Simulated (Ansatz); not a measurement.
Runs of Ansatz 0.2.0 on GaP. Symmetry: F-43m, No. 216, cubic system. The conventional cell has a = 5.451 Å, b = 5.451 Å, c = 5.451 Å, α = 90.00°, β = 90.00°, γ = 90.00°. Ga (site symmetry -43m) is surrounded by 4 P at 2.36 Å. Around P (site symmetry -43m) lie 4 Ga at 2.36 Å. 

| task | level | cell | k mesh | smearing | atoms under strain | points for each segment of the path | gap on the mesh (eV) | pressure (GPa) | relaxed volume (Å³/atom) |
| --- | --- | --- | --- | --- | --- | --- | --- | --- | --- |
| elastic constants | LDA | as given | 6 × 6 × 6 | fixed | relaxed | - | 1.49 | -2.7 | - |
| band structure | RPBE | as given | 8 × 8 × 8 | fermi-dirac 0.05 eV | - | 14 | 1.73 | 4.6 | - |
| band structure | BLYP | as given | 8 × 8 × 8 | fermi-dirac 0.05 eV | - | 14 | 1.67 | 6.3 | - |
| relaxation of cell and atoms | RPBE+D3(BJ) | relaxed | 8 × 8 × 8 | fermi-dirac 0.05 eV | - | - | 1.55 | 0.0 | (a) |
| Born charges and dielectric tensor | LDA | as given | 8 × 8 × 8 | fixed | - | - | 1.49 | - | - |
| band structure | revPBE | as given | 8 × 8 × 8 | fermi-dirac 0.05 eV | - | 14 | 1.71 | 4.0 | - |
| single point | PBE | as given | 8 × 8 × 8 | gaussian 0.017 eV | - | - | 1.64 | (b) | - |
| relaxation of cell and atoms | PBEsol+D3(BJ) | relaxed | 8 × 8 × 8 | fermi-dirac 0.05 eV | - | - | 1.44 | 0.0 | 19.59 |

Alike in all rows: potentials or basis Ansatz PAW; no spin polarisation; cutoff (eV) 420.

Question: Fill in the values left out.

Answer: (a) 18.59; (b) 2.5.

Caveats: the PAW data sets come from PBE, with cores solved anew for the run's functional, which leaves a small shift of forces and pressure (some runs); the plane-wave basis is chosen anew once the cell has moved, so the energies of steps on either side of that aren't comparable (some runs).

A k mesh can miss the band edges, and the runs leave out spin-orbit coupling on Ga.
